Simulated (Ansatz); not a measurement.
# Redistribution: C3H5Br + C2H5Cl → C4H8 + CH2BrCl

Species: C3H5Br `C=CCBr`, singlet; C2H5Cl `CCCl`, singlet; C4H8 (1-butene) `C=CCC`, singlet; CH2BrCl (bromochloromethane) `ClCBr`, singlet. The partners trade Br for CH3; both sit on C, so the bond types are kept.

Shapes, held fixed at every level: PBE0-D4/def2-TZVP. Flexible molecules stand in one conformer, not always the lowest. Programs: Ansatz 0.2.0. The zero-point and thermal change to 298 K, harmonic and unscaled (PBE0-D4/def2-TZVP), is -0.9 kJ/mol.

**What was measured.** Tabulated heats of formation (Active Thermochemical Tables, CRC Handbook of Chemistry and Physics): C3H5Br +45.2 (CRC); C2H5Cl -111.2 (ATcT); C4H8 0.0 (ATcT); CH2BrCl -44.7 (ATcT) kJ/mol, which give ΔH(298 K) = +21.3 kJ/mol.

| level | kind | ΔH (kJ/mol) | computed − measured |
| --- | --- | --- | --- |
| HF/def2-TZVPP | Hartree–Fock | +29.7 | +8.4 |
| PBE-D4/def2-TZVPP | GGA | +22.0 | +0.7 |
| B3LYP-D4/def2-TZVPP | global hybrid | +24.9 | +3.5 |
| B2PLYP/def2-TZVPP | double hybrid | +24.8 | +3.5 |
| MP2/def2-TZVPP | perturbation theory | +24.0 | +2.7 |
| CCSD/def2-SVP | coupled cluster or CI | +23.9 | +2.6 |
| CCSD/def2-TZVPP | coupled cluster or CI | +24.5 | +3.2 |
| CCSD(T)/def2-TZVPP | coupled cluster or CI | +24.3 | +3.0 |

Nearest: PBE-D4/def2-TZVPP (+0.7); farthest: HF/def2-TZVPP (+8.4). 8 of 8 levels lie within 10 kJ/mol. The heats of C3H5Br come from older tables and can be uncertain by 10 kJ/mol or more. Relativity is left out for Br. Outer-core shells of Br are correlated in most correlated rows, in sets that cover them unevenly.
